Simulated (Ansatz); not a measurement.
The system is Ta.

```
CELL_PARAMETERS angstrom
2.90037 0.00000 0.00000
-1.45019 2.51180 0.00000
0.00000 0.00000 5.16627
ATOMIC_POSITIONS crystal
Ta 0.33333 0.66667 0.25000
Ta 0.66667 0.33333 0.75000
```

This isn't the form of Ta at room conditions, which is bcc.

A run of Ansatz 0.2.0 on this cell left the log below. Logs are shortened: lines on timing, memory, paths and dates and some standing lists are left out, and cuts for length are marked.

```text
Warning: RAYON_NUM_THREADS=2 ignored (pool sized by the plan → 2); use --threads N
scf.n_extra_bands = 6 over 13 filled bands (N_el = 26.0): the run solves 19 bands
Engine: ansatz 0.2.0, aarch64-unknown-linux-gnu
Pseudopotentials: kind: nc
Pseudopotential: Ta, nc, valence charge 13, recommended cutoff 789.130201 eV (normal), Ta.nc.azcp (PseudoDojo's, or run here from an input of PseudoDojo's; its table is named by hamiltonian.pseudopotentials.accuracy)
Functional definition: PBE
  parameter kappa = 0.804
  parameter beta = 0.06672455060314922
  exchange = pbe_x(kappa = kappa, mu = beta*pi^2/3)
  correlation = pbe_c(beta = beta)
Crystal: 2 atoms, lattice volume = 37.637 Å³
Basis set: ecut = 789.130201 eV, 1919 PW (Γ), exchange–correlation on 54×54×96 points (8 copies of the dense FFT grid, shifted against one another)
Bands: 19, of which v1, the nominal top of the filled ones, is band 13 counted from 1 (12 counted from 0)
Symmetry: 24 space group operations
Space group: P63/mmc (ITA 194), of the structure as read, at distance tolerance 3.4e-5 Å
k-points: 48 of 605
Non-local potential: Ta, projectors of the file, l = 0: 2, l = 1: 2, l = 2: 2, l = 3: 2
Initial density: superposition of atomic densities (chi_scale 0.1, normalization cell)
Initial wavefunctions: pseudopotential atomic-orbital guess
Functional: x = pbe(κ = 0.804, μ = 0.2195149727645171), c = pbe(β = 0.06672455060314922)
SCF iter   1: F=—  HF=-3542.827920 eV  |F-HF|=—  |Δ(HF+E_count)|=         —  Δρ=4.32e-2  dr2=7.17e-1  ethr=3.10e-3  ⟨swp⟩=5.9  Hψ=4667  notcnv=0
preconditioner: auto → Kerker (q_TF=auto, 2.565 Å⁻¹)  [metal: Δε(μ)=0.010 eV  Ē_g=5.839 eV  σ=0.050 eV  W_gap=0.05  n_scr=10 (ndim 8)  ℏωp=19.1 eV  f_vac=0.000  D(μ)=2.36/eV (n_scr^D=22)]
SCF iter   2: F=—  HF=-3542.667620 eV  |F-HF|=—  |Δ(HF+E_count)|=   1.60e-1  Δρ=2.66e-2  dr2=2.59e-1  ethr=2.76e-3  ⟨swp⟩=2.0  Hψ=1530  notcnv=0  defer=20
SCF iter   3: F=—  HF=-3542.583005 eV  |F-HF|=—  |Δ(HF+E_count)|=   8.46e-2  Δρ=1.88e-3  dr2=6.28e-4  ethr=9.98e-4  ⟨swp⟩=3.2  Hψ=1744  notcnv=0  defer=20
SCF iter   4: F=—  HF=-3542.583273 eV  |F-HF|=—  |Δ(HF+E_count)|=   2.68e-4  Δρ=4.06e-4  dr2=2.75e-5  ethr=2.42e-6  ⟨swp⟩=2.2  Hψ=1484  notcnv=0  defer=20
SCF iter   5: F=—  HF=-3542.583282 eV  |F-HF|=—  |Δ(HF+E_count)|=   9.62e-6  Δρ=3.52e-5  dr2=2.52e-7  ethr=1.06e-7  ⟨swp⟩=2.2  Hψ=1434  notcnv=0  defer=20
SCF iter   6: F=-3542.583283 eV  HF=-3542.583283 eV  |F-HF|=9.28e-9  |Δ(HF+E_count)|=   1.46e-7  Δρ=8.83e-6  dr2=1.68e-8  ethr=3.85e-10  ⟨swp⟩=13.3  Hψ=7632  notcnv=0
SCF 1 converged in 6 iterations: F = -3542.583283 eV  dr2 = 1.68e-8
NSCF: frozen V_eff on 129 k-points
SCF converged after 6 iterations
Free energy (F): -3542.583283 eV
Harris-Foulkes:  -3542.583283 eV  (|F-HF|=9.28e-9)
Internal energy: -3542.564159 eV  (E = F + TS)
E sigma→0 (E₀):  -3542.573721 eV
Entropy (-TS):   -0.019123 eV (-9.562 meV/atom)
Fermi energy:    18.000166 eV
--- Per-component energies (eV) ---
  E_band       = -235.270695
  E_kinetic    = 931.198005
  E_local      = -1699.328848  (includes V_loc(G=0)·N_el)
  E_nonlocal   = 252.964025
  E_hartree    = 416.778959
  E_xc         = -804.763217
  E_vxc        = -553.657707  (∫ρ·V_xc dr)
  E_ewald      = -2639.413084
  E_smearing   = -0.019123  (= −TS)
  E_closure    = 0.000000  (closes the sum)
  Σ components = -3542.583283   (vs F -3542.583283, Δ=0.00e0)
--- Forces (eV/Å), atoms counted from 1 ---
  atom   1  Ta    -0.00000000     0.00000000     0.00000000
  atom   2  Ta     0.00000000    -0.00000000     0.00000000
  max |Σ_I F_I| component: 1.85e-17 eV/Å
--- Stress (GPa, compression-positive) ---
       -1.354783      -0.000000       0.000000
       -0.000000      -1.354783       0.000000
        0.000000       0.000000      -0.397667
  P = ⅓ Tr σ = -1.0357 GPa (-10.357 kbar)
--- Band table (eV; the first three rows and the last of 48) ---
  k-point 0: bands = ["-49.6539", "-49.5955", "-16.5633", "-15.7530", "-15.6364", "-15.6364", "-15.5549", "-15.5549", "9.8128", "13.0867", "17.4238", "17.8402", "18.5865", "18.5865", "19.1477", "19.1477", "20.9560", "20.9560", "23.1090"]
  k-point 1: bands = ["-49.6484", "-49.6011", "-16.4899", "-15.8347", "-15.6286", "-15.6286", "-15.5627", "-15.5627", "10.1540", "12.8963", "17.2522", "17.3600", "18.5492", "18.5492", "19.0131", "19.0131", "21.2799", "21.2799", "23.0512"]
  k-point 2: bands = ["-49.6338", "-49.6158", "-16.2939", "-16.0439", "-15.6083", "-15.6083", "-15.5831", "-15.5831", "11.0660", "12.1729", "16.8286", "16.9108", "18.5664", "18.5664", "18.7475", "18.7475", "22.0106", "22.0106", "22.7079"]
  k-point 47: bands = ["-49.5318", "-49.5299", "-16.4635", "-16.4410", "-16.2592", "-16.2105", "-15.9044", "-15.8826", "15.1195", "15.4596", "16.2560", "16.2690", "17.2242", "17.4486", "19.3367", "20.0149", "22.9036", "23.3086", "26.3674"]
```

Problem. Write the input and the command behind it.

Solution. Band structure with PBE, no spin polarisation. The files as run (others can give the same):

input.yaml
```yaml
crystal:
  lattice:
    - [2.9003720726, 0.0, 0.0]
    - [-1.4501860363, 2.5117958953, 0.0]
    - [0.0, 0.0, 5.166274]
  atoms:
    - { symbol: Ta, position: [0.3333333333, 0.6666666667, 0.25] }
    - { symbol: Ta, position: [0.6666666667, 0.3333333333, 0.75] }
hamiltonian:
  xc: pbe
  pseudopotentials: { kind: nc, accuracy: standard }
kpoints:
  mp_grid: { grid: [11, 11, 5] }
  band_path:
    path:
      - [[0.0, 0.0, 0.0], [0.5, 0.0, 0.0], [0.3333333333, 0.3333333333, 0.0], [0.0, 0.0, 0.0], [0.0, 0.0, 0.5], [0.5, 0.0, 0.5], [0.3333333333, 0.3333333333, 0.5], [0.0, 0.0, 0.5]]
      - [[0.5, 0.0, 0.5], [0.5, 0.0, 0.0]]
      - [[0.3333333333, 0.3333333333, 0.0], [0.3333333333, 0.3333333333, 0.5]]
    npoints: 14
scf:
  occupations: { method: fermi_dirac, width: 0.05 }
  n_extra_bands: 6
output:
  forces: true
  stress: true
  eigenvalues: true
  fatbands: true
  write_density: true
  write_potential: true
  elf: true
  volumetric_format: npy
```

Potentials or basis: PseudoDojo standard (PBE files).
Run with:
```console
$ ansatz run input.yaml --threads 2 --pin off --max-ram 5632MiB --backend cpu --events-out ev --progress --plain --runs-dir out
```

Caveat: spin-orbit coupling is left out, which moves the levels of the heavy elements.
